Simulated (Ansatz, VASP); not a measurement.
## Two plane-wave programs on Ir

```xyz
2
Lattice="2.7514 0.0000 0.0000 -1.3757 2.3828 0.0000 0.0000 0.0000 4.4623" Properties=species:S:1:pos:R:3 pbc="T T T"
Ir    0.0000    1.5885    1.1156
Ir    1.3757    0.7943    3.3467
```

This isn't the form of Ir at room conditions, which is fcc.

Alike in both runs: task band structure; functional LDA; k mesh 11 × 11 × 6; occupations fermi-dirac, width 0.05 eV; no spin polarisation.

|  | VASP | Ansatz |
| --- | --- | --- |
| version | VASP 6.6.1 | Ansatz 0.2.0 |
| potentials or method | VASP PAW LDA potentials, release 64 (Ir) | Ansatz PAW |
| plane-wave cutoff (eV) | 520 | 420 |
| valence electrons in the cell | 18 | 34 |

VASP gave:

```
gap on the k mesh at the Fermi level (eV)       : none
pressure (GPa)                                  : -15.8
largest component of the traceless stress (GPa) : 0.38
```

Question: Estimate Ansatz's values.

Answer: gap on the k mesh at the Fermi level (eV): none; pressure (GPa): -17.8; largest component of the traceless stress (GPa): 0.42.

A gap of «none» marks a metal or a gap that the smearing closes. The two sets of potentials don't hold the same shells in valence.

Caveats: spin-orbit coupling is left out, which moves the levels of the heavy elements; the PAW data sets come from PBE, with cores solved anew for the run's functional, which leaves a small shift of forces and pressure (Ansatz).
